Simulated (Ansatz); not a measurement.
# CuO: the cost of one run

Computed with the Python package of Ansatz 0.2.0. Level of theory: DFT PBEsol, plane waves, PAW.

## (1) The system

Symmetry: Cc, No. 9, monoclinic system. Conventional cell: a = 4.689 Å, b = 3.427 Å, c = 5.132 Å, α = 90.00°, β = 99.65°, γ = 90.00°. Cu (site symmetry 1) has 4 O at 1.91 to 2.02 Å in its first shell of neighbours. O (site symmetry 1) has 4 Cu at 1.91 to 2.02 Å in its first shell of neighbours.

The script holds or builds the structure itself.

## (2) The code

Contents of bands_cuo.py:

```python
# -*- coding: utf-8 -*-
import argparse

import ansatz as az
import matplotlib.pyplot as plt
import numpy as np

parser = argparse.ArgumentParser(description="Bands of CuO along a path through the zone.")
parser.add_argument("--functional", default="pbesol", help="exchange-correlation functional")
parser.add_argument("--kspacing", type=float, required=True, help="k-point sampling")
parser.add_argument("--sigma", type=float, default=0.1, help="smearing width (eV)")
parser.add_argument("--scf-tol", type=float, required=True, help="SCF tolerance (eV)")
parser.add_argument("--n-empty", type=int, default=10, help="empty bands")
args = parser.parse_args()


def main():
    system = (
        az.Lattice.of((2.34465, -1.7134, 0.0), (2.34465, 1.7134, 0.0), (-0.860554, 0.0, 5.059436))
        .atom("Cu", (0.0032, 0.4968, 0.0))
        .atom("Cu", (0.4968, 0.0032, 0.5))
        .atom("O", (0.5714, 0.4056, 0.2537))
        .atom("O", (0.4056, 0.5714, 0.7537))
    )

    path = [
        ("C_2", (-0.61263, -0.38737, 0.0)),
        ("Y_2", (-0.5, -0.5, 0.0)),
        ("G", (0.0, 0.0, 0.0)),
        ("M_2", (-0.5, -0.5, 0.5)),
        ("D", (-0.63368, -0.36632, 0.5)),
    ]
    job = (
        system.calculation()
        .functional(args.functional)
        .basis(18 * az.Ha)
        .kpoints(spacing=args.kspacing)
        .occupations(az.OccupationsMethod.FERMI_DIRAC, width=args.sigma)
        .scf(tolerance=args.scf_tol)
        .band_structure([point for _, point in path], intervals=8)
        .scf(extra_bands=args.n_empty)
        .band_table()
    )
    out = job.run(threads=1, backend="cpu")
    report = out.report

    for key in ("converged", "n_iterations", "n_electrons", "n_kpoints", "n_pw", "n_symmetry_ops", "free_energy_ev", "fermi_energy_ev"):
        print(f"{key:18s} {report[key]}")

    edges = report.get("band_edges_ev")
    if edges:
        print(f"band edges on the mesh: {edges[0]:.3f} and {edges[1]:.3f} eV, gap {edges[1] - edges[0]:.3f} eV")
    else:
        print("no band edges reported (a metal, or a gap too narrow for this smearing); Fermi level", round(report["fermi_energy_ev"], 3), "eV")

    bands = out.band_structure()
    fermi = bands.fermi_energy_ev
    print(f"zero of the bands: {fermi:.3f} eV, the Fermi level found on the SCF mesh")
    reciprocal = 2 * np.pi * np.linalg.inv(out.lattice.cell_ang).T
    steps = np.linalg.norm(np.diff(bands.kpoints_frac @ reciprocal, axis=0), axis=1)
    distance = np.concatenate([[0], np.cumsum(steps)])
    fig, ax = plt.subplots(figsize=(5, 4))
    for channel, colour in zip(bands.channels, ("C0", "C3")):
        ax.plot(distance, channel.eigenvalues_ev - fermi, colour, lw=1)
    ax.set_xticks(distance[::8], [label for label, _ in path])
    ax.set(ylim=(-6, 6), ylabel="E - E_F (eV)", xlim=(0, distance[-1]))
    ax.grid(axis="x")
    fig.savefig("bands.png", dpi=100)
    first = bands.channels[0].eigenvalues_ev - fermi
    near = np.argsort(np.abs(first.mean(axis=0)))[:4]
    for band in sorted(near):
        print(f"band {band + 1}: {first[:, band].min():.3f} to {first[:, band].max():.3f} eV")


if __name__ == "__main__":
    main()
```

## (3) The input behind the calls

The engine receives this input:

```yaml
crystal:
  lattice:
    - [2.34465, -1.7134, 0.0]
    - [2.34465, 1.7134, 0.0]
    - [-0.860554, 0.0, 5.059436]
  atoms:
    - { symbol: Cu, position: [0.0032, 0.4968, 0.0] }
    - { symbol: Cu, position: [0.4968, 0.0032, 0.5] }
    - { symbol: O, position: [0.5714, 0.4056, 0.2537] }
    - { symbol: O, position: [0.4056, 0.5714, 0.7537] }
basis:
  ecutwfc: 489.804952427784
kpoints:
  mp_grid:
    kspacing: 0.22
  band_path:
    path:
      - [-0.61263, -0.38737, 0.0]
      - [-0.5, -0.5, 0.0]
      - [0.0, 0.0, 0.0]
      - [-0.5, -0.5, 0.5]
      - [-0.63368, -0.36632, 0.5]
    npoints: 8
hamiltonian:
  xc: pbesol
scf:
  n_extra_bands: 10
  convergence:
    dr2_threshold: 1.0e-10
  occupations:
    method: fermi_dirac
    width: 0.1
output:
  eigenvalues: true
```

## (4) The run

Run with:

```console
$ python bands_cuo.py --kspacing 0.22 --scf-tol 1e-10
```

Q: Estimate wall time and peak memory on 1 thread of Arm Neoverse V1, shared host.

About 49 s, with a peak of 0.6 GiB.
